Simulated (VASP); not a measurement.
# Ce (Im-3m) in VASP: a series of runs

One crystal, Ce, is run at these levels: PBE; tasks: single point.

Everything below comes from runs of VASP 6.6.1. Logs are shortened: lines on timing, memory, paths and dates and some standing lists are left out, and cuts for length are marked.

**1. The crystal as given**

It takes space group Im-3m (No. 229, cubic). The conventional cell has a = 3.887 Å, b = 3.887 Å, c = 3.887 Å, α = 90.00°, β = 90.00°, γ = 90.00°. Ce (site symmetry m-3m) has 8 Ce at 3.37 Å as nearest neighbours.

This isn't the form of Ce at room conditions, which is fcc.

**2. Single point, PBE, collinear spin, ferromagnetic start**

Contents of INCAR:

```
PREC     = Accurate       # precision mode
ENCUT    = 450            # plane-wave cutoff, eV
EDIFF    = 1E-6           # SCF threshold, eV
ISMEAR   = 0              # smearing method
SIGMA    = 0.05           # smearing width, eV
LREAL    = F              # projectors in reciprocal space
LASPH    = T              # aspherical terms in the spheres
NELM     = 100            # most SCF steps
ALGO     = Normal         # electronic algorithm
ISIF     = 2              # what is computed and relaxed
LWAVE    = F              # write WAVECAR
LCHARG   = F              # write CHGCAR
ISPIN    = 2              # spin polarisation
MAGMOM   = 1              # initial moments
LORBIT   = 11             # projections on sites
LMAXMIX  = 6              # l up to which the mixer works
GGA      = PE             # functional
NBANDS   = 16             # bands
ADDGRID  = F
```

Contents of KPOINTS:

```
regular mesh
0
Gamma
  9 9 9
```

Contents of POSCAR:

```
Ce
1.0
   -1.9432985503      1.9432985503      1.9432985503
    1.9432985503     -1.9432985503      1.9432985503
    1.9432985503      1.9432985503     -1.9432985503
Ce
1
Direct
    0.0000000000      0.0000000000      0.0000000000
```

Potentials or basis: VASP PAW PBE potentials, release 64 (Ce).

Launch:

```sh
$ cat potpaw_PBE.64/Ce/POTCAR > POTCAR
$ mpirun -np 1 vasp_std > vasp.out
```

OUTCAR:

```text
PREC = Accurate
   ENCUT = 450
   EDIFF = 1E-6
   ISMEAR = 0
   LREAL = F
   LASPH = T
   NELM = 100
   ISIF = 2
   ISPIN = 2
   LORBIT = 11
   GGA = PE

 Found     35 irreducible k-points:

 Following reciprocal coordinates:
            Coordinates               Weight
  0.000000  0.000000  0.000000      1.000000
  0.111111  0.000000  0.000000     12.000000
  0.222222  0.000000  0.000000     12.000000
  0.333333  0.000000  0.000000     12.000000
  0.444444  0.000000  0.000000     12.000000
  0.111111  0.111111  0.000000     24.000000
   k-points           NKPTS =     35   k-points in BZ     NKDIM =     35   number of bands    NBANDS=     16
   number of dos      NEDOS =    301   number of ions     NIONS =      1
   total plane-waves  NPLWV =  13824
   dimension x,y,z NGX =    24 NGY =   24 NGZ =   24
   dimension x,y,z NGXF=    48 NGYF=   48 NGZF=   48
   ions per type =               1
   NGX,Y,Z   is equivalent  to a cutoff of  11.85, 11.85, 11.85 a.u.
   NGXF,Y,Z  is equivalent  to a cutoff of  23.71, 23.71, 23.71 a.u.
 SYSTEM =  unknown system
   PREC   = accura    normal or accurate (medium, high low for compatibility)
   ISTART =      0    job   : 0-new  1-cont  2-samecut
   ICHARG =      2    charge: 1-file 2-atom 10-const
   ISPIN  =      2    spin polarized calculation?
   LNONCOLLINEAR =      F non collinear calculations
   LSORBIT =      F    spin-orbit coupling
   LASPH  =      T    aspherical Exc in radial PAW
   ENCUT  =  450.0 eV  33.07 Ry    5.75 a.u.   5.82  5.82  5.82*2*pi/ulx,y,z
   NELM   =    100;   NELMIN=  2; NELMDL= -5     # of ELM steps
   EDIFF  = 0.1E-05   stopping-criterion for ELM
   LREAL  =      F    real-space projection
   EDIFFG = 0.1E-04   stopping-criterion for IOM
   NSW    =      0    number of steps for IOM
   IBRION =     -1    ionic relax: 0-MD 1-quasi-New 2-CG
   NFREE  =      0    steps in history (QN), initial steepest desc. (CG)
   ISIF   =      2    stress and relaxation
   ISYM   =      2    0-nonsym 1-usesym 2-fastsym
   POTIM  = 0.5000    time-step for ionic-motion
   TEBEG  =    0.0;   TEEND  =   0.0 temperature during run
   PSTRESS=    0.0 pullay stress
   NELECT =      12.0000    total number of electrons
   NUPDOWN=      -1.0000    fix difference up-down
   EMIN   =  10.00;   EMAX   =-10.00  energy-range for DOS
   EFERMI =   0.00;   METHOD = LEGACY
   ISMEAR =     0;   SIGMA  =   0.05  broadening in eV -4-tet -1-fermi 0-gaus
   EFERMI_NEDOS =   21; number of points for ismear=-14 and -15
   IALGO  =     38    algorithm
   IMIX   =      4    mixing-type and parameters
     AMIX     =   0.40;   BMIX     =  1.00
     AMIX_MAG =   1.60;   BMIX_MAG =  1.00
  volume/ion in A,a.u.               =      29.35       198.10
  Fermi-wavevector in a.u.,A,eV,Ry     =   1.214998  2.296014 20.085209  1.476221
  Thomas-Fermi vector in A             =   2.350400
   LORBIT       =     11    0 simple, 1 ext, 2 COOP (PROOUT), +10 PAW based schemes
   GGA     = PE    functional components
   LHFCALC =     F    Hartree Fock is set to
   AEXX    =    0.0000 exact exchange contribution
   IVDW    =     0    specifies the selected vdW correction
   LEPSILON=     F    determine dielectric tensor
   LRPA    =     F    only Hartree local field effects (RPA)
 spin polarized calculation
 Gauss-broadening in eV      SIGMA  =   0.05
  energy-cutoff  :      450.00
  volume of cell :       29.35
 maximum number of plane-waves:       655
   NGX = 11   NGY = 11   NGZ = 11

 number of electron      12.0000000 magnetization       0.3888944

 Free energy of the ion-electron system (eV)
  ---------------------------------------------------
  ext. energy  EPLUGINS =         0.00000000
  ---------------------------------------------------
  free energy    TOTEN  =        -5.68978990 eV

  energy without entropy =       -5.68317578  energy(sigma->0) =       -5.68648284

 E-fermi :   8.2136     XC(G=0): -10.7904

 val. band max:        8.2078298477   @ k =   0.1111   0.0000   0.0000
 cond. band min:       8.2292941997   @ k =   0.2222   0.0000   0.0000
 fundamental gap:      0.0214643520
 Fermi energy:         8.2136468705

 spin component 1

 k-point     1 :       0.0000    0.0000    0.0000
  band No.  band energies     occupation
      1     -26.5016      1.00000
      2      -8.0506      1.00000
      3      -8.0505      1.00000
      4      -8.0505      1.00000
      5       5.1517      1.00000
      6       8.1997      0.65381
      7       8.1997      0.65360
      8       8.1997      0.65359
      9       8.9907      0.00000
     10       8.9907      0.00000
     11       8.9907      0.00000
     12       9.2219      0.00000
     13       9.9526      0.00000
     14       9.9526      0.00000
     15       9.9526      0.00000
     16      12.7118      0.00000

 k-point     2 :       0.1111    0.0000    0.0000
  band No.  band energies     occupation
      1     -26.4593      1.00000
      2      -8.3451      1.00000
      3      -8.1350      1.00000
      4      -8.0552      1.00000
      5       5.6367      1.00000
      6       8.1155      0.99726
      7       8.1821      0.81418
      8       8.2078      0.56534
      9       8.8875      0.00000
     10       8.8964      0.00000
     11       8.9621      0.00000
     12       9.1010      0.00000
     13       9.7475      0.00000
     14      10.0614      0.00000
     15      10.6695      0.00000
     16      12.3707      0.00000

 k-point     3 :       0.2222    0.0000    0.0000
  band No.  band energies     occupation
      1     -26.3482      1.00000
      2      -9.0300      1.00000
      3      -8.3406      1.00000
      4      -8.0674      1.00000
      5       6.5038      1.00000
      6       8.0945      0.99962
      7       8.1203      0.99584
      8       8.2293      0.32904
      9       8.7315      0.00000
     10       8.7853      0.00000
     11       8.9155      0.00000
     12       9.0781      0.00000
     13       9.3158      0.00000
     14      10.1730      0.00000
     15      12.2457      0.00000
     16      12.3023      0.00000

 k-point     4 :       0.3333    0.0000    0.0000
  band No.  band energies     occupation
      1     -26.2180      1.00000
      2      -9.7309      1.00000
      3      -8.5622      1.00000
      4      -8.0817      1.00000
      5       6.4714      1.00000
      6       8.0041      1.00000
      7       8.2520      0.13927
      8       8.4385      0.00000
      9       8.6606      0.00000
     10       8.8297      0.00000
     11       8.9054      0.00000
     12       8.9579      0.00000
     13       9.0777      0.00000
     14      10.8935      0.00000
     15      12.8301      0.00000
     16      13.3841      0.00000

 k-point     5 :       0.4444    0.0000    0.0000
  band No.  band energies     occupation
      1     -26.1301      1.00000
      2     -10.1554      1.00000
      3      -8.7005      1.00000
      4      -8.0914      1.00000
      5       6.1864      1.00000
      6       7.8924      1.00000
      7       8.2637      0.07840
      8       8.4775      0.00000
      9       8.6372      0.00000
     10       8.7955      0.00000
     11       8.8789      0.00000
     12       8.9234      0.00000
     13       9.0796      0.00000
     14      12.2921      0.00000
     15      13.1131      0.00000
     16      13.7521      0.00000

 k-point     6 :       0.1111    0.1111    0.0000
  band No.  band energies     occupation
      1     -26.3822      1.00000
      2      -8.8152      1.00000
      3      -8.2387      1.00000
      4      -8.1243      1.00000
      5       6.3978      1.00000
      6       7.9859      1.00000
      7       8.1141      0.99756
      8       8.2671      0.06536
      9       8.7664      0.00000
     10       8.8664      0.00000
     11       8.8678      0.00000
     12       9.0246      0.00000
     13       9.6652      0.00000
     14       9.8622      0.00000
     15      11.8746      0.00000
     16      12.0495      0.00000

 [... further k-points ...]

 spin component 2

 k-point     1 :       0.0000    0.0000    0.0000
  band No.  band energies     occupation
      1     -26.3421      1.00000
      2      -7.9112      1.00000
      3      -7.9112      1.00000
      4      -7.9111      1.00000
      5       5.2555      1.00000
      6       8.4593      0.00000
      7       8.4593      0.00000
      8       8.4593      0.00000
      9       9.1549      0.00000
     10       9.1549      0.00000
     11       9.1550      0.00000
     12       9.3651      0.00000
     13      10.0711      0.00000
     14      10.0712      0.00000
     15      10.0712      0.00000
     16      12.7774      0.00000

 k-point     2 :       0.1111    0.0000    0.0000
  band No.  band energies     occupation
      1     -26.2995      1.00000
      2      -8.2071      1.00000
      3      -7.9958      1.00000
      4      -7.9161      1.00000
      5       5.7414      1.00000
      6       8.3585      0.00002
      7       8.4309      0.00000
      8       8.4659      0.00000
      9       9.0414      0.00000
     10       9.0581      0.00000
     11       9.1262      0.00000
     12       9.2499      0.00000
     13       9.8796      0.00000
     14      10.1956      0.00000
     15      10.7931      0.00000
     16      12.4485      0.00000

 k-point     3 :       0.2222    0.0000    0.0000
  band No.  band energies     occupation
      1     -26.1877      1.00000
      2      -8.8950      1.00000
      3      -8.2020      1.00000
      4      -7.9287      1.00000
      5       6.6112      1.00000
      6       8.3122      0.00265
      7       8.3319      0.00041
      8       8.4802      0.00000
      9       8.8794      0.00000
     10       8.9447      0.00000
     11       9.0848      0.00000
     12       9.2328      0.00000
     13       9.4904      0.00000
     14      10.3301      0.00000
     15      12.3708      0.00000
     16      12.3937      0.00000

 k-point     4 :       0.3333    0.0000    0.0000
  band No.  band energies     occupation
      1     -26.0566      1.00000
      2      -9.5986      1.00000
      3      -8.4241      1.00000
      4      -7.9436      1.00000
      5       6.5776      1.00000
      6       8.1591      0.93851
      7       8.4895      0.00000
      8       8.6444      0.00000
      9       8.8077      0.00000
     10       9.0274      0.00000
     11       9.0899      0.00000
     12       9.1931      0.00000
     13       9.2340      0.00000
     14      11.0234      0.00000
     15      12.9285      0.00000
     16      13.4752      0.00000

 k-point     5 :       0.4444    0.0000    0.0000
  band No.  band energies     occupation
      1     -25.9681      1.00000
      2     -10.0248      1.00000
      3      -8.5627      1.00000
      4      -7.9536      1.00000
      5       6.2863      1.00000
      6       8.0123      1.00000
      7       8.4906      0.00000
      8       8.6603      0.00000
      9       8.7841      0.00000
     10       9.0680      0.00000
     11       9.1217      0.00000
     12       9.1229      0.00000
     13       9.2364      0.00000
     14      12.4029      0.00000
     15      13.2133      0.00000
     16      13.8440      0.00000

 k-point     6 :       0.1111    0.1111    0.0000
  band No.  band energies     occupation
      1     -26.2219      1.00000
      2      -8.6792      1.00000
      3      -8.1000      1.00000
      4      -7.9855      1.00000
      5       6.5039      1.00000
      6       8.2028      0.62027
      7       8.3384      0.00021
      8       8.5227      0.00000
      9       8.9179      0.00000
     10       9.0252      0.00000
     11       9.0313      0.00000
     12       9.1836      0.00000
     13       9.8188      0.00000
     14      10.0220      0.00000
     15      11.9991      0.00000
     16      12.1417      0.00000

 [... further k-points ...]

------------------------ aborting loop because EDIFF is reached ----------------------------------------

  FORCE on cell =-STRESS in cart. coord.  units (eV):
  Direction    XX          YY          ZZ          XY          YZ          ZX
  --------------------------------------------------------------------------------------
  -------------------------------------------------------------------------------------
  Total       -0.4122086     -0.4122086     -0.4122086      0.0000000      0.0000000      0.0000000
  in kB      -22.4982679    -22.4982679    -22.4982679      0.0000000      0.0000000      0.0000000
  external PRESSURE =     -22.4982679 kB  Pullay stress =       0.0000000 kB

 VOLUME and BASIS-vectors are now :
 -----------------------------------------------------------------------------
  energy-cutoff  :      450.00
  volume of cell :       29.35
      direct lattice vectors                 reciprocal lattice vectors
    -1.943298550  1.943298550  1.943298550     0.000000000  0.257294485  0.257294485
     1.943298550 -1.943298550  1.943298550     0.257294485  0.000000000  0.257294485
     1.943298550  1.943298550 -1.943298550     0.257294485  0.257294485  0.000000000

 POSITION                                       TOTAL-FORCE (eV/Angst)
 -----------------------------------------------------------------------------------
      0.00000      0.00000      0.00000         0.000000     -0.000000     -0.000000
 -----------------------------------------------------------------------------------
    total drift:                               -0.000000     -0.000000     -0.000000

  FREE ENERGIE OF THE ION-ELECTRON SYSTEM (eV)
  ---------------------------------------------------
  free  energy   TOTEN  =        -5.6897898995 eV

  energy  without entropy=       -5.6831757783  energy(sigma->0) =       -5.68648284

 total charge

# of ion       s       p       d       f       tot
--------------------------------------------------
    1        2.077   5.584   1.162   0.974   9.797

 magnetization (x)

# of ion       s       p       d       f       tot
--------------------------------------------------
    1        0.001   0.000   0.033   0.306   0.340
```

Run time: 18 s. Hardware: 1 thread of Intel Xeon 6975P-C (Granite Rapids), shared host; peak memory 0.17 GiB.

These settings aren't checked as converged: the numbers below hold their error.

What came out:

```yaml
Free_energy: -5.6898 eV
Pressure: -2.2 GPa
Band_gap_on_the_k_mesh: none (metal or under the smearing width)
Net_moment: 0.39 μB per cell
Site_moments: Ce +0.34 μB
Valence_electrons_inside_the_program's_atomic_spheres: Ce 9.80
```

Caveat: the magnetic or orbital state may not be the lowest; spin-orbit coupling is left out, which moves the levels of the heavy elements.

**3. Single point, PBE, collinear spin, ferromagnetic start**

This run uses another cell than the first one, of the same volume but with other edges.

INCAR is that of step 2.

KPOINTS is that of step 2.

Contents of POSCAR:

```
Ce
1.0
   -1.9824590000      1.9831840000      1.9962140000
    1.9307920000     -1.9490850000      1.9104480000
    1.9370660000      1.9036920000     -1.9621150000
Ce
1
Direct
   -0.0084250000     -0.0182580000     -0.0014360000
```

Potentials or basis: VASP PAW PBE potentials, release 64 (Ce).

Launch:

```sh
$ cat potpaw_PBE.64/Ce/POTCAR > POTCAR
$ mpirun -np 1 vasp_std > vasp.out
```

It took 2.2 min on 1 thread of Intel Xeon 6975P-C (Granite Rapids), shared host; peak memory 0.34 GiB.

The run converged, but some of its settings lie outside the range that counts as converged, so its numbers aren't taken as properties of the crystal.

What came out:

```yaml
Free_energy: -5.6883 eV
Pressure: -2.3 GPa
Band_gap_on_the_k_mesh: none (metal or under the smearing width)
Net_moment: 0.53 μB per cell
Site_moments: Ce +0.45 μB
Valence_electrons_inside_the_program's_atomic_spheres: Ce 9.80
```

Caveat: the magnetic or orbital state may not be the lowest; spin-orbit coupling is left out, which moves the levels of the heavy elements.

(Continued in part 2 of 2.)
